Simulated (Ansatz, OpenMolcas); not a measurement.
**Errors in the atomisation enthalpy at 298 K**

6 molecules holding an element from Na to Cl; the atomisation enthalpy at 298 K in kJ/mol, computed less measured. Shapes, held fixed at every level: PBE0-D4/def2-TZVP. Thermal terms are harmonic and unscaled (PBE0-D4/def2-TZVP); the spin-orbit lowering of the free atoms is taken from their spectra. Programs: OpenMolcas 26.06. Measured values: Active Thermochemical Tables, CRC Handbook of Chemistry and Physics, NIST-JANAF tables.

Levels: A = PBE/6-311+G**; B = M06-L/6-311+G**; C = BHLYP/6-311+G**.

```
                        molecule  from tabulated heats     A     B     C
           SO3 (sulfur trioxide)                  1420   -79  -171  -449
       SO2F2 (sulfuryl fluoride)                  1693  -132  -236  -500
      SF4 (sulfur tetrafluoride)                  1358   -61  -183  -395
    SiF4 (silicon tetrafluoride)                  2382  -155  -185  -317
C2H2Cl2 (cis-1,2-Dichloroethene)                  2108   +54    +5  -145
           C2H5Cl (chloroethane)                  2756   +18   -22   -99
```

Problem. Which level does best on this set, which worst, and which err to one side?

Solution. 
```tsv
level	kind	mean error	mean absolute error	worst case
PBE/6-311+G**	GGA	-59.2	83.2	SiF4
M06-L/6-311+G**	meta-GGA	-132.0	133.7	SO2F2
BHLYP/6-311+G**	global hybrid	-317.5	317.5	SO2F2
```

On this set PBE/6-311+G** has the smallest mean absolute error and BHLYP/6-311+G** the largest. PBE/6-311+G** is too low in 4 of 6; M06-L/6-311+G** is too low in 5 of 6; BHLYP/6-311+G** is too low in 6 of 6. The heats of SO2F2, SF4, C2H2Cl2 come from older tables and can be uncertain by 10 kJ/mol or more. Heats of the atoms come from ATcT where it has them. The set is small.

The signed error falls from PBE to M06-L to BHLYP in every molecule, and all three levels underbind the four sulfur and silicon oxides and fluorides far more than the two chlorocarbons. PBE normally overbinds, as it does here for the chlorocarbons, so its negative errors for SO3, SO2F2, SF4 and SiF4 point to the basis set. With a single d polarisation shell and no tight d functions, 6-311+G** poorly describes the polarisation of a strongly positive S or Si centre bound to O or F, a deficiency that largely vanishes in the free atoms and so lowers the atomisation enthalpy. BHLYP adds to this its large share of exact exchange, which removes much of the left-right correlation that semilocal exchange mimics; the sulfur compounds suffer most, with SO2F2 at -500 kJ/mol. PBE's lead therefore probably owes much to functional overbinding offsetting basis-set underbinding, and the ranking does not establish which functional would be best near the basis-set limit.
